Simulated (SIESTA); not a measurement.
Crystal: CdS (Hawleyite).

```
Cd S
1.0
     0.00000    2.91650    2.91650
     2.91650    0.00000    2.91650
     2.91650    2.91650    0.00000
Cd S
1 1
Direct
  0.00000 0.00000 0.00000
  0.75000 0.75000 0.75000
```

Base run:

| Property | Result |
| --- | --- |
| Program | SIESTA 5.4.2 |
| Functional | PBE |
| Potentials or basis | PseudoDojo 0.4 standard (PBE files) |
| Basis | DZP (energy shift 0.003 Ry; two zetas on semicore shells) |
| Grid cutoff | 800 Ry |
| Energy shift | 0.003 Ry |
| k mesh | 8 × 8 × 8 |
| Occupations | fermi-dirac, width 0.05 eV |
| Spin | no spin polarisation |

Its results: band gap on the k mesh 1.36 eV, direct; pressure 3.2 GPa.

Q: The run is repeated on the same cell with these changes: functional from PBE to PBEsol; potentials or basis from PseudoDojo 0.4 standard (PBE files) to PseudoDojo 0.4 standard (PBEsol files). What comes out?

A: Band gap on the k mesh 1.24 eV, direct; pressure 0.0 GPa.

Caveats: the basis of atomic orbitals isn't converged, which shifts pressures, moduli and gaps; the basis holds too few empty states to meet the f-sum rule, so the spectrum is short of weight at high energy (some runs).
